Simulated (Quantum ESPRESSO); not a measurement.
# Ru (P6_3/mmc) in Quantum ESPRESSO: further runs, part 2 of 2

Quantum ESPRESSO 7.5.

## (3) Phonons and electron-phonon coupling, PBE

pw.in: that of step 2 with these lines changed.

```diff
@@ -14,3 +14,4 @@
   ntyp = 1
-  ecutwfc = 84
+  ecutwfc = 45
+  ecutrho = 360
   nbnd = 24
@@ -26,3 +27,3 @@
 ATOMIC_SPECIES
-Ru   101.0700 Ru.upf
+Ru   101.0700 ru_pbe_v1.2.uspp.F.UPF
 CELL_PARAMETERS alat
@@ -35,2 +36,2 @@
 K_POINTS automatic
-9 9 5 0 0 0
+8 8 4 0 0 0
```

relax.in: that of step 2 with these lines changed.

```diff
@@ -17,3 +17,4 @@
   ntyp = 1
-  ecutwfc = 84
+  ecutwfc = 45
+  ecutrho = 360
   nbnd = 24
@@ -37,3 +38,3 @@
 ATOMIC_SPECIES
-Ru   101.0700 Ru.upf
+Ru   101.0700 ru_pbe_v1.2.uspp.F.UPF
 CELL_PARAMETERS alat
@@ -46,2 +47,2 @@
 K_POINTS automatic
-9 9 5 0 0 0
+8 8 4 0 0 0
```

scf2.in: that of step 2 with these lines changed.

```diff
@@ -14,3 +14,4 @@
   ntyp = 1
-  ecutwfc = 84
+  ecutwfc = 45
+  ecutrho = 360
   nbnd = 24
@@ -28,7 +29,7 @@
 ATOMIC_SPECIES
-Ru   101.0700 Ru.upf
+Ru   101.0700 ru_pbe_v1.2.uspp.F.UPF
 CELL_PARAMETERS alat
-  0.6356417453641  -0.0000000000000   0.0000000000000
- -0.3178208726820   0.5504818991912   0.0000000000000
-  0.0000000000000   0.0000000000000   1.0047807901018
+  0.6421541441977   0.0000000000000   0.0000000000000
+ -0.3210770720989   0.5561218020207   0.0000000000000
+  0.0000000000000   0.0000000000000   1.0135806312355
 ATOMIC_POSITIONS crystal
@@ -37,2 +38,2 @@
 K_POINTS automatic
-9 9 5 0 0 0
+8 8 4 0 0 0
```

Contents of dense.in:

```
&CONTROL
  calculation = 'scf'
  prefix = 'pwscf'
  outdir = './tmp'
  pseudo_dir = './pseudo'
  tprnfor = .true.
  tstress = .true.
  disk_io = 'low'
/
&SYSTEM
  ibrav = 0
  celldm(1) = 8
  nat = 2
  ntyp = 1
  ecutwfc = 45
  ecutrho = 360
  nbnd = 24
  occupations = 'smearing'
  smearing = 'mp'
  degauss = 0.01999163
  la2F = .true.
/
&ELECTRONS
  conv_thr = 1d-12
  electron_maxstep = 120
  mixing_beta = 0.5
  startingpot = 'file'
/
ATOMIC_SPECIES
Ru   101.0700 ru_pbe_v1.2.uspp.F.UPF
CELL_PARAMETERS alat
  0.6421541441977   0.0000000000000   0.0000000000000
 -0.3210770720989   0.5561218020207   0.0000000000000
  0.0000000000000   0.0000000000000   1.0135806312355
ATOMIC_POSITIONS crystal
Ru     0.6666666665    0.3333333331    0.7500000000
Ru     0.3333333331    0.6666666665    0.2500000000
K_POINTS automatic
24 24 12 0 0 0
```

Contents of scf3.in:

```
&CONTROL
  calculation = 'scf'
  prefix = 'pwscf'
  outdir = './tmp'
  pseudo_dir = './pseudo'
  tprnfor = .true.
  tstress = .true.
  disk_io = 'low'
/
&SYSTEM
  ibrav = 0
  celldm(1) = 8
  nat = 2
  ntyp = 1
  ecutwfc = 45
  ecutrho = 360
  nbnd = 24
  occupations = 'smearing'
  smearing = 'mp'
  degauss = 0.01999163
/
&ELECTRONS
  conv_thr = 1d-12
  electron_maxstep = 120
  mixing_beta = 0.5
  startingpot = 'file'
/
ATOMIC_SPECIES
Ru   101.0700 ru_pbe_v1.2.uspp.F.UPF
CELL_PARAMETERS alat
  0.6421541441977   0.0000000000000   0.0000000000000
 -0.3210770720989   0.5561218020207   0.0000000000000
  0.0000000000000   0.0000000000000   1.0135806312355
ATOMIC_POSITIONS crystal
Ru     0.6666666665    0.3333333331    0.7500000000
Ru     0.3333333331    0.6666666665    0.2500000000
K_POINTS automatic
8 8 4 0 0 0
```

Contents of ph.in:

```
phonon_bands of Ru
&INPUTPH
  prefix = 'pwscf'
  outdir = './tmp'
  tr2_ph = 1d-18
  fildyn = 'dyn'
  niter_ph = 90
  alpha_mix(1) = 0.4
  ldisp = .true.
  nq1 = 4
  nq2 = 4
  nq3 = 2
  electron_phonon = 'interpolated'
  el_ph_sigma = 0.005
  el_ph_nsigma = 10
  fildvscf = 'dvscf'
/
```

Contents of q2r.in:

```
&INPUT
  fildyn = 'dyn'
  zasr = 'crystal'
  flfrc = 'fc'
  la2F = .true.
/
```

Contents of matdyn.in:

```
&INPUT
  asr = 'crystal'
  flfrc = 'fc'
  flfrq = 'freq'
  q_in_cryst_coord = .true.
  flvec = ' '
/
80
 0.0000000000  0.0000000000  0.0000000000
 0.0500000000  0.0000000000  0.0000000000
 0.1000000000  0.0000000000  0.0000000000
 0.1500000000  0.0000000000  0.0000000000
 0.2000000000  0.0000000000  0.0000000000
 0.2500000000  0.0000000000  0.0000000000
 0.3000000000  0.0000000000  0.0000000000
 0.3500000000  0.0000000000  0.0000000000
 0.4000000000  0.0000000000  0.0000000000
 0.4500000000  0.0000000000  0.0000000000
 0.5000000000  0.0000000000  0.0000000000
 0.4722222222  0.0555555556  0.0000000000
 0.4444444444  0.1111111111  0.0000000000
 0.4166666667  0.1666666667  0.0000000000
 0.3888888889  0.2222222222  0.0000000000
 0.3611111111  0.2777777778  0.0000000000
 0.3333333333  0.3333333333  0.0000000000
 0.3055555556  0.3055555556  0.0000000000
 0.2777777778  0.2777777778  0.0000000000
 0.2500000000  0.2500000000  0.0000000000
 0.2222222222  0.2222222222  0.0000000000
 0.1944444444  0.1944444444  0.0000000000
 0.1666666667  0.1666666667  0.0000000000
 0.1388888889  0.1388888889  0.0000000000
 0.1111111111  0.1111111111  0.0000000000
 0.0833333333  0.0833333333  0.0000000000
 0.0555555556  0.0555555556  0.0000000000
 0.0277777778  0.0277777778  0.0000000000
 0.0000000000  0.0000000000  0.0000000000
 0.0000000000  0.0000000000  0.0833333333
 0.0000000000  0.0000000000  0.1666666667
 0.0000000000  0.0000000000  0.2500000000
 0.0000000000  0.0000000000  0.3333333333
 0.0000000000  0.0000000000  0.4166666667
 0.0000000000  0.0000000000  0.5000000000
 0.0454545455  0.0000000000  0.5000000000
 0.0909090909  0.0000000000  0.5000000000
 0.1363636364  0.0000000000  0.5000000000
 0.1818181818  0.0000000000  0.5000000000
 0.2272727273  0.0000000000  0.5000000000
 0.2727272727  0.0000000000  0.5000000000
 0.3181818182  0.0000000000  0.5000000000
 0.3636363636  0.0000000000  0.5000000000
 0.4090909091  0.0000000000  0.5000000000
 0.4545454545  0.0000000000  0.5000000000
 0.5000000000  0.0000000000  0.5000000000
 0.4722222222  0.0555555556  0.5000000000
 0.4444444444  0.1111111111  0.5000000000
 0.4166666667  0.1666666667  0.5000000000
 0.3888888889  0.2222222222  0.5000000000
 0.3611111111  0.2777777778  0.5000000000
 0.3333333333  0.3333333333  0.5000000000
 0.3095238095  0.3095238095  0.5000000000
 0.2857142857  0.2857142857  0.5000000000
 0.2619047619  0.2619047619  0.5000000000
 0.2380952381  0.2380952381  0.5000000000
 0.2142857143  0.2142857143  0.5000000000
 0.1904761905  0.1904761905  0.5000000000
 0.1666666667  0.1666666667  0.5000000000
 0.1428571429  0.1428571429  0.5000000000
 0.1190476190  0.1190476190  0.5000000000
 0.0952380952  0.0952380952  0.5000000000
 0.0714285714  0.0714285714  0.5000000000
 0.0476190476  0.0476190476  0.5000000000
 0.0238095238  0.0238095238  0.5000000000
 0.0000000000  0.0000000000  0.5000000000
 0.5000000000  0.0000000000  0.5000000000
 0.5000000000  0.0000000000  0.4166666667
 0.5000000000  0.0000000000  0.3333333333
 0.5000000000  0.0000000000  0.2500000000
 0.5000000000  0.0000000000  0.1666666667
 0.5000000000  0.0000000000  0.0833333333
 0.5000000000  0.0000000000  0.0000000000
 0.3333333333  0.3333333333  0.0000000000
 0.3333333333  0.3333333333  0.0833333333
 0.3333333333  0.3333333333  0.1666666667
 0.3333333333  0.3333333333  0.2500000000
 0.3333333333  0.3333333333  0.3333333333
 0.3333333333  0.3333333333  0.4166666667
 0.3333333333  0.3333333333  0.5000000000
```

Contents of matdyn_dos.in:

```
&INPUT
  asr = 'crystal'
  flfrc = 'fc'
  dos = .true.
  fldos = 'phdos'
  nk1 = 12
  nk2 = 12
  nk3 = 8
  deltaE = 1
  flvec = ' '
  flfrq = ' '
/
```

Contents of matdyn_a2f.in:

```
&INPUT
  asr = 'crystal'
  flfrc = 'fc'
  la2F = .true.
  dos = .true.
  fldos = 'dos2'
  nk1 = 10
  nk2 = 10
  nk3 = 6
  ndos = 60
  el_ph_nsigma = 10
  flfrq = 'dosfreq2'
  flvec = ' '
/
```

Contents of matdyn_mesh.in:

```
&INPUT
  asr = 'crystal'
  flfrc = 'fc'
  flfrq = 'mesh'
  q_in_cryst_coord = .true.
  flvec = ' '
/
600
 0.05000000  0.05000000  0.08333333
 0.05000000  0.05000000  0.25000000
 0.05000000  0.05000000  0.41666667
[... 597 further points of the even 10 x 10 x 6 mesh, shifted by half a step ...]
```

Potentials or basis: GBRV 1.5 PBE.

The run is started by

```sh
OMP_NUM_THREADS=1 mpirun -n 4 pw.x -nk 4 -in pw.in > pw.out
OMP_NUM_THREADS=1 mpirun -n 4 pw.x -nk 4 -in relax.in > relax.out
OMP_NUM_THREADS=1 mpirun -n 4 pw.x -nk 4 -in scf2.in > scf2.out
OMP_NUM_THREADS=1 mpirun -n 4 pw.x -nk 4 -in dense.in > dense.out
OMP_NUM_THREADS=1 mpirun -n 4 pw.x -nk 4 -in scf3.in > scf3.out
OMP_NUM_THREADS=1 mpirun -n 4 ph.x -nk 4 -in ph.in > ph.out
OMP_NUM_THREADS=1 mpirun -n 1 q2r.x -in q2r.in > q2r.out
OMP_NUM_THREADS=1 mpirun -n 1 matdyn.x -in matdyn.in > matdyn.out
OMP_NUM_THREADS=1 mpirun -n 1 matdyn.x -in matdyn_dos.in > matdyn_dos.out
OMP_NUM_THREADS=1 mpirun -n 1 matdyn.x -in matdyn_a2f.in > matdyn_a2f.out
OMP_NUM_THREADS=1 mpirun -n 1 matdyn.x -in matdyn_mesh.in > matdyn_mesh.out
```

pw.out:

```text
This program is part of the open-source Quantum ESPRESSO suite
     for quantum simulation of materials; please cite
[... 6 lines left out ...]
     using ibrav=0 with symmetry is DISCOURAGED, use correct ibrav instead

     K-points division:     npool     =       4
     Subspace diagonalization in iterative solution of the eigenvalue problem:
     a serial algorithm will be used

     G-vector sticks info
     --------------------
     sticks:   dense  smooth     PW     G-vecs:    dense   smooth      PW
     Sum         649     313    109                21145     7415    1387

     Using Slab Decomposition

     bravais-lattice index     =            0
     lattice parameter (alat)  =       8.0000  a.u.
     unit-cell volume          =     183.2125 (a.u.)^3
     number of atoms/cell      =            2
     number of atomic types    =            1
     number of electrons       =        32.00
     number of Kohn-Sham states=           24
     kinetic-energy cutoff     =      45.0000  Ry
     charge density cutoff     =     360.0000  Ry
     scf convergence threshold =      4.0E-10
     mixing beta               =       0.5000
     number of iterations used =            8  plain     mixing
     Exchange-correlation= SLA  PW   PBE  PBE
                           (   1   4   3   4   0   0   0)

     celldm(1)=   8.000000  celldm(2)=   0.000000  celldm(3)=   0.000000
     celldm(4)=   0.000000  celldm(5)=   0.000000  celldm(6)=   0.000000

     crystal axes: (cart. coord. in units of alat)
               a(1) = (   0.639153   0.000000   0.000000 )
               a(2) = (  -0.319576   0.553522   0.000000 )
               a(3) = (   0.000000   0.000000   1.011452 )

     reciprocal axes: (cart. coord. in units 2 pi/alat)
               b(1) = (  1.564572  0.903306 -0.000000 )
               b(2) = (  0.000000  1.806612  0.000000 )
               b(3) = (  0.000000 -0.000000  0.988677 )

     PseudoPot. # 1 for Ru read from file:
     ru_pbe_v1.2.uspp.F.UPF
     Pseudo is Ultrasoft + core correction, Zval = 16.0
     Generated by new atomic code, or converted to UPF format
     Using radial grid of  967 points,  6 beta functions with:
                l(1) =   0
                l(2) =   0
[... 24 lines left out ...]
        k(    5) = (   0.0000000   0.2258265   0.2471693), wk =   0.0937500
        k(    6) = (   0.0000000   0.2258265  -0.4943387), wk =   0.0468750
[... 22 lines left out ...]
        k(   29) = (   0.3911429   0.9033058   0.2471693), wk =   0.0937500
        k(   30) = (   0.3911429   0.9033058  -0.4943387), wk =   0.0468750

     Dense  grid:    21145 G-vectors     FFT dimensions: (  32,  32,  50)

     Smooth grid:     7415 G-vectors     FFT dimensions: (  24,  24,  36)

     Check: negative core charge=   -0.000001

     Initial potential from superposition of free atoms

     starting charge      30.0000, renormalised to      32.0000

     negative rho (up, down):  1.520E-01 0.000E+00
     Starting wfcs are   26 randomized atomic wfcs

     Self-consistent Calculation

     iteration #  1     ecut=    45.00 Ry     beta= 0.50
     Davidson diagonalization with overlap
     ethr =  1.00E-02,  avg # of iterations =  5.0

     negative rho (up, down):  1.491E-01 0.000E+00
[... 58 lines left out ...]
     iteration #  8     ecut=    45.00 Ry     beta= 0.50
     Davidson diagonalization with overlap
     ethr =  1.03E-11,  avg # of iterations =  3.0

     negative rho (up, down):  1.483E-01 0.000E+00

     End of self-consistent calculation

          k = 0.0000 0.0000 0.0000 (   965 PWs)   bands (ev):

   -49.4215 -49.2172 -19.9152 -18.9597 -18.9597 -18.7894 -18.7894 -18.7714
    15.7728  17.5567  21.1677  21.1677  21.3277  21.8491  21.8491  22.3544
    22.3544  24.9269  24.9269  25.0348  34.0600  38.5945  41.0610  41.7195
[... 63 lines left out ...]
   -49.2299 -49.2299 -19.7057 -19.7057 -19.0573 -19.0573 -19.0256 -19.0256
    17.9461  17.9461  19.4426  19.4426  22.6338  22.6338  23.2077  23.2077
    24.9274  24.9274  26.3635  26.3635  36.2827  36.2827  40.2930  40.2930

          k = 0.0000-0.9033 0.0000 (   908 PWs)   bands (ev):

   -49.2478 -49.1809 -19.7060 -19.5148 -19.4336 -19.1909 -19.0629 -18.9085
    17.6131  18.2424  18.3891  20.7312  21.6709  21.9563  22.2298  25.1890
    25.6056  25.6598  27.8203  29.8848  34.8206  35.6661  36.7164  37.9289

          k = 0.0000-0.9033 0.2472 (   918 PWs)   bands (ev):

   -49.2380 -49.1907 -19.7978 -19.6420 -19.2556 -19.1502 -19.0138 -18.9506
    17.4789  17.8895  19.5245  19.5965  21.2522  22.3408  24.5178  24.5297
    25.3460  25.5582  26.6915  29.1444  34.4674  34.8069  38.2506  38.7787

          k = 0.0000-0.9033-0.4943 (   924 PWs)   bands (ev):

   -49.2143 -49.2143 -19.7959 -19.7959 -19.0547 -19.0547 -19.0511 -19.0511
    17.7006  17.7006  19.2269  19.2269  22.6874  22.6874  24.1955  24.1955
    25.4428  25.4428  27.1482  27.1482  34.3046  34.3046  40.3566  40.3566

          k = 0.1956 0.3387 0.0000 (   941 PWs)   bands (ev):
[... 85 lines left out ...]
   -49.2033 -49.2033 -19.6876 -19.6876 -19.3403 -19.3403 -18.9636 -18.9636
    18.7394  18.7394  19.8085  19.8085  21.0687  21.0687  22.7537  22.7537
    25.0620  25.0620  31.0866  31.0866  34.6056  34.6056  36.2653  36.2653

     the Fermi energy is    23.6915 ev

!    total energy              =    -388.51934310 Ry
     estimated scf accuracy    <          3.1E-10 Ry
     smearing contrib. (-TS)   =       0.00085435 Ry
     internal energy E=F+TS    =    -388.52019745 Ry

     The total energy is F=E-TS. E is the sum of the following terms:
     one-electron contribution =     -64.95496714 Ry
     hartree contribution      =      56.31788544 Ry
     xc contribution           =     -51.89870287 Ry
     ewald contribution        =    -327.98441288 Ry

     convergence has been achieved in   8 iterations

     negative rho (up, down):  1.483E-01 0.000E+00

     Forces acting on atoms (cartesian axes, Ry/au):

     atom    1 type  1   force =     0.00000000   -0.00000000    0.00000000
     atom    2 type  1   force =    -0.00000000    0.00000000    0.00000000

     Total force =     0.000000     Total SCF correction =     0.000000

     Computing stress (Cartesian axis) and pressure

     negative rho (up, down):  1.483E-01 0.000E+00
          total   stress  (Ry/bohr**3)                   (kbar)     P=       36.83
   0.00027914   0.00000000   0.00000000           41.06        0.00        0.00
  -0.00000000   0.00027914   0.00000000           -0.00       41.06        0.00
   0.00000000   0.00000000   0.00019280            0.00        0.00       28.36

=------------------------------------------------------------------------------=
   JOB DONE.
=------------------------------------------------------------------------------=
```

Wall time 33 min (4 MPI ranks of Arm Neoverse V1, shared host); peak memory 0.4 GiB.

Results:

```yaml
Free_energy: -5286.0789 eV
Relaxed_volume: 13.73 Å³/atom
Relaxed_cell: a = 2.719 Å, b = 2.719 Å, c = 4.291 Å, α = 90.00°, β = 90.00°, γ = 120.00°
Space_group_after_relaxing_to_0.05_Å: P6_3/mmc (No. 194)
Pressure_after_relaxing: 0.0 GPa
Band_gap_on_the_k_mesh: none (metal or under the smearing width)
Highest_phonon_frequency: 258 cm⁻¹
Zero-point_energy: 0.036 eV/atom
```

The path:
```csv
step,energy change (eV),largest force (eV/Å),pressure (GPa),volume (Å³)
1,0.0000,0.0000,3.68,27.15
2,-0.0023,0.0000,-2.25,27.66
3,-0.0038,0.0000,-0.05,27.47
4,-0.0038,0.0000,0.00,27.46
```

Final structure:
```
CELL_PARAMETERS angstrom
2.71851 0.00000 0.00000
-1.35925 2.35430 0.00000
0.00000 0.00000 4.29091
ATOMIC_POSITIONS crystal
Ru 0.66667 0.33333 0.75000
Ru 0.33333 0.66667 0.25000
```

Levels at points of the mesh, in eV from the Fermi level:
| k point | band 14 | band 15 | band 16 | band 17 | band 18 | band 19 |
| --- | --- | --- | --- | --- | --- | --- |
| (0.00, 0.00, 0.00) | -1.82 | -1.82 | -1.34 | -1.34 | 1.21 | 1.21 |
| (0.00, 0.00, -0.50) | -2.66 | -2.62 | -2.62 | 0.58 | 0.58 | 0.58 |
| (0.00, -0.50, 0.00) | -1.73 | -1.43 | 1.44 | 1.86 | 1.93 | 4.05 |
| (0.00, -0.50, -0.50) | -1.00 | 0.49 | 0.49 | 1.70 | 1.70 | 3.40 |

Phonon frequencies in cm⁻¹ (negative: imaginary):
```csv
q point,frequencies
"(0.000, 0.000, 0.000)",0 0 0 199 199 255
"(0.350, 0.000, 0.000)",138 157 203 213 216 230
"(0.389, 0.222, 0.000)",171 171 190 205 208 246
"(0.194, 0.194, 0.000)",150 174 203 207 228 238
"(0.000, 0.000, 0.000)",0 0 0 199 199 255
"(0.045, 0.000, 0.500)",140 140 141 141 219 219
"(0.364, 0.000, 0.500)",164 164 179 179 258 258
"(0.389, 0.222, 0.500)",158 158 228 228 250 250
"(0.214, 0.214, 0.500)",157 157 221 221 251 251
"(0.048, 0.048, 0.500)",147 147 148 148 222 222
"(0.500, 0.000, 0.167)",138 164 171 202 221 224
"(0.333, 0.333, 0.333)",162 162 228 238 238 249
```

Phonon frequencies at the corners of the path (cm⁻¹, interpolated; i marks imaginary ones):
| point | frequencies |
| --- | --- |
| Γ | 0 0 0 199 199 255 |
| M | 133 172 182 203 206 207 |
| K | 169 169 205 205 208 253 |
| A | 136 136 136 136 218 218 |
| L | 160 160 171 171 254 254 |
| H | 161 161 241 241 247 247 |

Phonon states per cell in windows of 20 cm⁻¹ (negative: imaginary):
```tsv
from (cm⁻¹)	total
0	0.00
20	0.00
40	0.01
60	0.02
80	0.05
100	0.09
120	0.19
140	0.93
160	0.95
180	0.72
200	1.10
220	0.84
240	1.08
```

Harmonic thermodynamics per atom at this volume (zero-point energy 36.4 meV, Debye temperature from the second moment 371 K):
```
 T (K)  free energy (meV)  entropy (k_B)  heat capacity Cv (k_B)
    50               36.3           0.12                    0.43
   100               34.4           0.81                    1.62
   200               20.7           2.29                    2.54
298.15               -3.4           3.36                    2.78
   500              -75.7           4.84                    2.92
   800             -220.1           6.22                    2.97
```

Electron-phonon coupling by broadening of the double delta (levels on a 24 × 24 × 12 mesh):
| broadening (eV) | λ | N(E_F) (states/eV a spin and cell) | ω_log (K) | Tc, μ* 0.10 (K) | Tc, μ* 0.13 (K) |
| --- | --- | --- | --- | --- | --- |
| 0.07 | 0.53 | 0.945 | 285 | 4.3 | 2.8 |
| 0.14 | 0.51 | 0.910 | 280 | 3.6 | 2.2 |
| 0.20 | 0.48 | 0.862 | 277 | 2.9 | 1.7 |
| 0.27 | 0.47 | 0.842 | 276 | 2.6 | 1.4 |
| 0.34 | 0.46 | 0.841 | 275 | 2.4 | 1.4 |
| 0.41 | 0.46 | 0.850 | 274 | 2.4 | 1.3 |
| 0.48 | 0.46 | 0.862 | 274 | 2.3 | 1.3 |
| 0.54 | 0.46 | 0.876 | 274 | 2.3 | 1.3 |
| 0.61 | 0.46 | 0.892 | 273 | 2.3 | 1.3 |
| 0.68 | 0.46 | 0.909 | 273 | 2.3 | 1.3 |

The same from a weighted sum over the computed q points, without interpolation:
```csv
broadening (eV),λ,ω_log (K),"Tc, μ* 0.10 (K)","Tc, μ* 0.13 (K)"
0.07,0.55,276,4.8,3.2
0.14,0.52,275,3.9,2.5
0.20,0.49,274,3.1,1.8
0.27,0.48,273,2.7,1.6
0.34,0.47,273,2.6,1.5
0.41,0.47,273,2.5,1.4
0.48,0.47,273,2.5,1.4
0.54,0.46,273,2.4,1.3
0.61,0.46,273,2.4,1.3
0.68,0.46,272,2.4,1.3
```

Eliashberg function at a broadening of 0.27 eV:
```
cm⁻¹    α²F
   7  0.000
  20  0.000
  33  0.000
  46  0.000
  59  0.000
  72  0.000
  85  0.001
  98  0.002
 112  0.005
 125  0.014
 138  0.051
 151  0.256
 164  0.609
 177  0.203
 190  0.320
 203  0.410
 217  0.450
 230  0.321
 243  0.460
 256  0.134
```

Coupling and linewidth of each mode at the computed q points (broadening 0.27 eV):
```
                   q                     cm⁻¹                 λ of the modes   linewidths (GHz)
 (0.00, 0.00, -0.50)  136 136 136 136 218 218  0.04 0.04 0.04 0.04 0.05 0.05      8 8 8 8 23 23
  (0.00, 0.25, 0.00)  127 130 205 215 226 240  0.04 0.04 0.03 0.05 0.09 0.08    7 7 13 21 44 48
 (0.00, 0.25, -0.50)  168 168 180 180 251 251  0.08 0.08 0.03 0.03 0.04 0.04  23 21 11 10 23 22
 (0.00, -0.50, 0.00)  133 172 182 203 206 207  0.11 0.23 0.07 0.15 0.22 0.10  19 67 23 61 89 43
(0.00, -0.50, -0.50)  160 160 171 171 254 254  0.13 0.10 0.10 0.08 0.06 0.06  33 26 28 24 36 40
  (0.25, 0.25, 0.00)  162 186 195 199 215 247  0.10 0.17 0.04 0.14 0.13 0.07  26 57 13 53 61 41
 (0.25, 0.25, -0.50)  157 157 229 229 249 249  0.12 0.12 0.04 0.05 0.05 0.05  29 29 22 23 32 33
```

Caveat: the k mesh is coarse (spacing up to 0.37 Å⁻¹), so the values aren't converged; the mesh is thin for the phonons of a metal; λ from interpolated matrix elements is rough: modes that symmetry makes equal can differ by tens of percent.
